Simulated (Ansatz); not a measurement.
# SiSe2: the cost of one run

Program: Ansatz 0.2.0. Level of theory: DFT PBEsol, scalar-relativistic, plane waves, PAW. These are calculated values, not measurements.

**1. The system as given**

The structure is orthorhombic, space group Ibam (No. 72). The conventional cell has a = 5.850 Å, b = 9.504 Å, c = 5.837 Å, α = 90.00°, β = 90.00°, γ = 90.00°. Si (site symmetry 222) is surrounded by 4 Se at 2.29 Å. Se (site symmetry m) is surrounded by 2 Si at 2.29 Å.

As a file:

```cif
data_structure
_symmetry_space_group_name_H-M 'P 1'
_symmetry_Int_Tables_number 1
_cell_length_a 6.2972
_cell_length_b 6.2972
_cell_length_c 6.2972
_cell_angle_alpha 124.644
_cell_angle_beta 82.016
_cell_angle_gamma 124.779
_cell_volume 162.26
loop_
_atom_site_label
_atom_site_type_symbol
_atom_site_fract_x
_atom_site_fract_y
_atom_site_fract_z
_atom_site_occupancy
Si1 Si 0.75000 0.75000 0.00000 1
Si2 Si 0.25000 0.25000 0.00000 1
Se1 Se 0.12618 0.22282 0.34900 1
Se2 Se 0.87382 0.77718 0.65100 1
Se3 Se 0.37382 0.72282 0.09664 1
Se4 Se 0.62618 0.27718 0.90336 1
```

It goes back to an entry of the Materials Project.

It is the result of an earlier relaxation at this level (volume 27.04 Å³/atom; gap on the mesh: 1.51 eV).

**2. Relaxing with PBEsol**

Contents of input.yaml:

```yaml
crystal:
  lattice:
    - [-2.9250317313, 4.7519660242, 2.9184616666]
    - [2.9250317313, -4.7519660242, 2.9184616666]
    - [2.9250317313, 4.7519660242, -2.9184616666]
  atoms:
    - { symbol: Si, position: [0.75, 0.75, 0.0] }
    - { symbol: Si, position: [0.25, 0.25, 0.0] }
    - { symbol: Se, position: [0.1261810405, 0.2228206306, 0.3490016711] }
    - { symbol: Se, position: [0.8738189595, 0.7771793694, 0.6509983289] }
    - { symbol: Se, position: [0.3738189595, 0.7228206306, 0.0966395901] }
    - { symbol: Se, position: [0.6261810405, 0.2771793694, 0.9033604099] }
basis:
  ecutwfc: 420
kpoints:
  mp_grid: { grid: [8, 8, 8] }
hamiltonian:
  xc: pbesol
scf:
  occupations: { method: gaussian, width: 0.02 }
output:
  forces: true
  stress: true
  eigenvalues: true
relax:
  adjacent_minimum: "off"
  f_tol: 0.005
  max_steps: 50
  cell: { stress_tol: 0.05 }
```

The run is started by

```bash
> ansatz run input.yaml --threads 4 --pin off --max-ram 10240MiB --backend cpu --events-out ev --progress --plain --runs-dir out
```

Q: Estimate wall time and peak memory on 4 threads of AMD EPYC 9R45 (Zen 5), shared host.

About 25 s, with a peak of 0.92 GiB.
